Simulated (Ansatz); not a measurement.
BaO (started from an entry of an open crystallographic database) at its r2SCAN geometry, in Ansatz. The base run uses HSE06 on a modest mesh; each further run changes one setting, sensibly or not. Doubtful ones may also carry a cap on iterations. All numbers are computed, and spin polarisation is off unless an edit sets a moment.

Base input:
```yaml
crystal:
  lattice:
    - [0.0, 2.7718674917, 2.7718674917]
    - [2.7718674917, 0.0, 2.7718674917]
    - [2.7718674917, 2.7718674917, 0.0]
  atoms:
    - { symbol: Ba, position: [0.0, 0.0, 0.0] }
    - { symbol: O, position: [0.5, 0.5, 0.5] }
kpoints:
  mp_grid: { grid: [4, 4, 4] }
hamiltonian:
  xc: hse06
  pseudopotentials: { azcp: { folder: soft_1 } }
scf:
  occupations: { method: fixed }
  n_extra_bands: 4
output:
  forces: true
  stress: true
  eigenvalues: true
```

Base results:
```
Basis set: ecut = 420 eV, 869 PW (Γ)
Symmetry: 48 space group operations
Space group: Fm-3m (ITA 225)
k-points: 8 of 64
Exchange kernel: α = 0.2500, screened, ω = 0.2079 Å⁻¹, Wigner–Seitz truncation, v(0) = 1023.8830 eV·Å³, q-mesh 4×4×4
hybrid SCF converged: 2 outer / 12 inner (+6 warm-up)
Free energy (F): -6524.269990 eV
Fermi energy:    7.616571 eV
--- Stress (GPa, compression-positive) ---
       -0.490053       0.000000       0.000000
        0.000000      -0.490053       0.000000
        0.000000       0.000000      -0.490053
  P = ⅓ Tr σ = -0.4901 GPa (-4.901 kbar)
--- Band table (eV; the first three rows and the last of 8) ---
  k-point 0: bands = […, -3.1301, -3.1301, -3.1301, 7.1282, 7.1282, 7.1282, 12.5356, 13.7839, 13.7839, 13.7839]
  k-point 1: bands = […, -3.2808, -3.1862, -3.1862, 6.2326, 6.5374, 6.5374, 13.4123, 14.7922, 14.8384, 14.8384]
  k-point 2: bands = […, -3.4173, -3.2403, -3.2403, 5.5593, 6.0386, 6.0386, 14.0088, 16.4084, 16.4084, 16.6495]
  k-point 7: bands = […, -4.2673, -4.2673, -3.2160, 6.1629, 7.3933, 7.3933, 13.5687, 13.5687, 16.0301, 18.9865]
```
The gap over this mesh is 3.322 eV.

Run as `ansatz run input.yaml --threads 4 --pin off --max-ram 3686MiB --backend cpu --events-out ev --progress --plain --runs-dir out`. Wall time 8.7 s on 4 threads of Arm Neoverse N1, on a shared host; peak host memory 0.63 GiB.

**Question.** What happens with this change?
```yaml
hamiltonian:
  xc: { exchange: pbe, correlation: pbe, exx: { coeff: 0.2, omega: 0.5 } }
```

**Answer.** That is 20 % exact exchange, screened with ω = 0.5 1/Å, against HSE06's 25 % screened at 0.208 1/Å. The mean stress moves by +0.6 GPa and the gap on the mesh by -0.744 eV (to 2.578). Totals of different functionals aren't comparable.
Lines that differ from the base's log, and the results:
```
Exchange kernel: α = 0.2000, screened, ω = 0.5000 Å⁻¹, Wigner–Seitz truncation, v(0) = 180.9513 eV·Å³, q-mesh 4×4×4
hybrid SCF converged: 2 outer / 8 inner (+6 warm-up)
Free energy (F): -6523.138539 eV
Fermi energy:    8.117237 eV
--- Stress (GPa, compression-positive) ---
        0.061305       0.000000       0.000000
        0.000000       0.061305       0.000000
        0.000000       0.000000       0.061305
  P = ⅓ Tr σ = 0.0613 GPa (0.613 kbar)
--- Band table (eV; the first three rows and the last of 8) ---
  k-point 0: bands = […, -2.4717, -2.4717, -2.4717, 7.6426, 7.6426, 7.6426, 12.2961, 13.4598, 13.4598, 13.4598]
  k-point 1: bands = […, -2.6204, -2.5282, -2.5282, 6.7717, 7.0735, 7.0735, 13.1022, 14.4816, 14.4816, 14.5084]
  k-point 2: bands = […, -2.7531, -2.5825, -2.5825, 6.1305, 6.5984, 6.5984, 13.6717, 16.0019, 16.0019, 16.3005]
  k-point 7: bands = […, -3.5552, -3.5552, -2.5578, 6.7199, 7.8989, 7.8989, 13.2543, 13.2543, 15.6696, 18.4688]
```

**Question.** Predict the outcome of this edit.
```yaml
scf:
  exx: { singularity: wigner_seitz }
```

**Answer.** Energy, stress and gap stay within 1 meV an atom, 0.1 GPa and 0.005 eV of the base. The run repeats the base's digit for digit, so the setting changed nothing in it.

**Question.** These lines are set or replaced. What follows?
```yaml
hamiltonian:
  xc: { exchange: pbe, correlation: pbe, exx: { coeff: 0.1, omega: 0.1 } }
```

**Answer.** That is 10 % exact exchange, screened with ω = 0.1 1/Å, against HSE06's 25 % screened at 0.208 1/Å. The mean stress moves by +1.0 GPa and the gap on the mesh by -0.636 eV (to 2.686). Totals of different functionals aren't comparable. The program warns that on this mesh the truncation of the exchange isn't bounded, so part of the change can be an error of the mesh.
```
Exchange kernel: α = 0.1000, screened, ω = 0.1000 Å⁻¹, Wigner–Seitz truncation, v(0) = 2916.9107 eV·Å³, q-mesh 4×4×4
hybrid SCF converged: 2 outer / 8 inner (+6 warm-up)
Free energy (F): -6521.532471 eV
Fermi energy:    8.117920 eV
--- Stress (GPa, compression-positive) ---
        0.483210       0.000000       0.000000
        0.000000       0.483210       0.000000
        0.000000       0.000000       0.483210
  P = ⅓ Tr σ = 0.4832 GPa (4.832 kbar)
```

**Question.** What happens with this change?
```yaml
scf:
  occupations: { method: gaussian, width: 0.2 }
```

**Answer.** Energy, stress and gap stay within 1 meV an atom, 0.1 GPa and 0.005 eV of the base. The width is small against the gap, so it doesn't matter.

**Question.** Predict the outcome of this edit.
```yaml
hamiltonian:
  xc:
    exchange: pbe
    correlation: pbe
    exx: { coeff: 0.75, omega: 0.2078 }
```

**Answer.** That is 75 % exact exchange, screened with ω = 0.2078 1/Å, against HSE06's 25 % screened at 0.208 1/Å. The mean stress moves by -3.2 GPa and the gap on the mesh by +2.795 eV (to 6.117). Totals of different functionals aren't comparable.
```
Exchange kernel: α = 0.7500, screened, ω = 0.2078 Å⁻¹, Wigner–Seitz truncation, v(0) = 1024.5189 eV·Å³, q-mesh 4×4×4
hybrid SCF converged: 3 outer / 17 inner (+6 warm-up)
Free energy (F): -6533.743840 eV
Fermi energy:    5.512853 eV
--- Stress (GPa, compression-positive) ---
       -3.701959       0.000000       0.000000
        0.000000      -3.701959       0.000000
        0.000000       0.000000      -3.701959
  P = ⅓ Tr σ = -3.7020 GPa (-37.020 kbar)
```

Spin-orbit coupling is left out.

The program warns that its thresholds are loose for a hybrid's stress.

The meshes of the hybrids are coarse, so their gaps aren't converged to the digits shown.

The PAW potentials are those of the set soft_1; totals can't be set beside those of other sets.
